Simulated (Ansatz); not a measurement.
**KF: energy against volume in PBE, exact exchange and the RPA**

The task here is to estimate one member of a computed series from the others.

The runs shown are made with Ansatz 0.2.0. PBE orbitals, norm-conserving pseudopotentials, plane waves. No spin polarisation and no zero-point or thermal motion.

**Starting point**

The cell was relaxed beforehand with r2SCAN; volume changes: +0 %, -5 %, +5 %, -10 %, +10 %.

It is cubic, Fm-3m (No. 225); conventional cell a = 5.318 Å, 18.80 Å³ an atom. K has 6 F at 2.66 Å; F has 6 K at 2.66 Å.

The structure in full:

```cif
data_structure
_symmetry_space_group_name_H-M 'Fm-3m'
_symmetry_Int_Tables_number 225
_cell_length_a 5.3179
_cell_length_b 5.3179
_cell_length_c 5.3179
_cell_angle_alpha 90.000
_cell_angle_beta 90.000
_cell_angle_gamma 90.000
_cell_volume 150.39
loop_
_atom_site_label
_atom_site_type_symbol
_atom_site_symmetry_multiplicity
_atom_site_Wyckoff_symbol
_atom_site_fract_x
_atom_site_fract_y
_atom_site_fract_z
_atom_site_occupancy
K1 K 4 a 0.00000 0.00000 0.00000 1
F1 F 4 b 0.50000 0.00000 0.00000 1
```

Set-up of the first run:

input.yaml reads:

```yaml
crystal:
  lattice:
    - [0.0, 2.6589612452, 2.6589612452]
    - [2.6589612452, 0.0, 2.6589612452]
    - [2.6589612452, 2.6589612452, 0.0]
  atoms:
    - { symbol: K, position: [0.0, 0.0, 0.0] }
    - { symbol: F, position: [0.5, 0.5, 0.5] }
kpoints:
  mp_grid: { grid: [4, 4, 4] }
hamiltonian:
  xc: pbe
  pseudopotentials: { kind: nc }
scf:
  occupations: { method: fixed }
output:
  rpa_energy:
    ecut_chi_ladder: [247, 277, 307, 341, 375]
    long_wavelength: optical_limit
basis:
  ecutwfc: 1320.0
```

Among the steps run: The unscaled cell; Volume -5 %; Volume +5 %; Volume -10 %; Volume +10 %.

One table of the session follows, with a row left open; its other results are not shown here.

It belongs to the step «The three curves». Energies in meV/atom from the unscaled cell:

| volume (Å³/atom) | PBE | exact exchange | EXX+RPA | RPA correlation |
| --- | --- | --- | --- | --- |
| 16.919 | 49.4 | 64.9 | 23.6 | -41.3 |
| 17.859 | ? | ? | ? | ? |
| 18.799 | 0.0 | 0.0 | 0.0 | 0.0 |
| 19.739 | -6.1 | -11.5 | 4.6 | 16.0 |
| 20.679 | -3.7 | -12.9 | 18.4 | 31.3 |

**Question.** Estimate the row for volume (Å³/atom) = 17.859.

Worked estimate for «PBE». A straight line through the neighbours (16.919, 49.4) and (18.799, 0.0) gives 49.4 + (0.0 − 49.4) × (17.859 − 16.919) / (18.799 − 16.919) = 24.7; a parabola fitted to 3 rows on both sides gives 18.5.

As computed: PBE: 17.3; exact exchange: 24.0; EXX+RPA: 8.3; RPA correlation: -15.7. In «PBE» the line misses by +7.4 and the parabola by +1.2.
